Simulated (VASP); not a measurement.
TiO2: relaxation of cell and atoms with PBE+TS

Crystal: TiO2.

```
Ti O
1.0
     4.59984    0.00000    0.00000
     0.00000    4.59984    0.00000
     0.00000    0.00000    2.95921
Ti O
2 4
Direct
  0.00000 0.00000 0.50000
  0.50000 0.50000 0.00000
  0.30432 0.30432 0.50000
  0.19568 0.80432 0.00000
  0.80432 0.19568 0.00000
  0.69568 0.69568 0.50000
```

The cell is a database's computed one.

```yaml
Program: VASP 6.6.1
Task: relaxation of cell and atoms
Functional: PBE
Dispersion: TS
Potentials_or_basis: VASP PAW PBE potentials, release 64 (Ti_sv, O)
Cutoff: 600 eV
k_mesh: 6 × 6 × 9
Occupations: fermi-dirac, width 0.05 eV
Spin: no spin polarisation
Further_INCAR_settings: ALGO = Normal; EDIFF = 1e-06; IBRION = 2; EDIFFG = -0.02; NSW = 60; ISIF = 3
```

```json
{
 "Relaxed volume": "10.47 Å³/atom",
 "Relaxed cell": "a = 4.614 Å, b = 4.614 Å, c = 2.950 Å, α = 90.00°, β = 90.00°, γ = 90.00°",
 "Space group after relaxing (to 0.05 Å)": "P4_2/mnm (No. 136)",
 "Energy gained by relaxing": "0.2 meV/atom",
 "Ionic steps": "5",
 "Pressure after relaxing": "0.0 GPa",
 "Band gap on the k mesh": "1.84 eV, direct",
 "Hirshfeld charges": "Ti +0.72; O -0.36 e",
 "Dispersion energy per atom": "-0.261 eV"
}
```

Step by step:
```tsv
step	energy change (eV)	largest force (eV/Å)	pressure (GPa)	volume (Å³)
1	0.0000	0.0022	0.46	62.61
2	-0.0012	0.0165	-0.38	62.89
3	-0.0012	0.0154	-0.35	62.88
4	-0.0009	0.0116	0.28	62.74
5	-0.0012	0.0006	0.00	62.80
```

Final structure:
```xyz
6
Lattice="4.6141 0.0000 0.0000 0.0000 4.6141 0.0000 0.0000 0.0000 2.9499" Properties=species:S:1:pos:R:3 pbc="T T T"
Ti    0.0000    0.0000    1.4749
Ti    2.3070    2.3070    0.0000
O     1.4044    1.4044    1.4749
O     0.9027    3.7114    0.0000
O     3.7114    0.9027    0.0000
O     3.2097    3.2097    1.4749
```

Levels at points of the mesh, in eV from the valence-band top:
```tsv
k point	band 20	band 21	band 22	band 23	band 24	band 25	band 26	band 27	band 28
(0.00, 0.00, 0.00)	-1.93	-0.68	-0.45	-0.45	0.00	1.84	2.12	2.40	2.50
(0.50, 0.00, 0.00)	-3.04	-1.60	-1.60	-0.73	-0.73	2.51	2.51	3.01	3.01
(0.50, 0.50, 0.00)	-2.18	-1.27	-1.27	-1.07	-1.07	1.88	1.88	2.52	2.52
```

It took 11 min on 1 thread of AMD EPYC 7571, on a shared host, peak memory 0.22 GiB.

Caveat: an odd mesh through Γ misses points on the zone boundary, where band edges often lie.
